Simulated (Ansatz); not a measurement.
What isotropic strain −0.32 % does to GeO2

The parent structure is GeO2 (space group P3_121, No. 152; a = 5.0935 Å, c = 5.7677 Å).

Now apply this change: the cell is scaled by 0.9968 in all directions, atoms relaxed at fixed cell.

Method: PBE (Ansatz, an electronic-structure program, PAW, no spin-orbit coupling). Settings: 8×8×6 k-points, 0.05 eV Fermi–Dirac smearing.

- Volume per atom: 14.26 Å³ (base 14.40 Å³)
- Shortest interatomic distance: 1.766 Å (base 1.767 Å)
- Energy relative to the base (free energy F): +0.2 meV/atom
- Pressure (mean of the normal stresses, compression positive): 3.8 kbar (base 0.0 kbar)
- Band gap: 3.24 eV (base 3.22 eV)
- Gap character: indirect, K → Γ (base indirect, K → Γ)
- Smallest direct gap: 3.31 eV (base 3.29 eV)
- Electron mass: 0.39 mₑ along c, 0.44 mₑ across (at Γ) (base 0.41 mₑ along c, 0.45 mₑ across (at Γ))
- Largest internal atomic displacement: 0.013 Å

Cost of the whole job for the changed cell (relaxation, final SCF and bands): very roughly 2.9 core-minutes.

Effective masses come from finite differences of ±0.01 Å⁻¹. Whether these cells are dynamically stable was not tested.
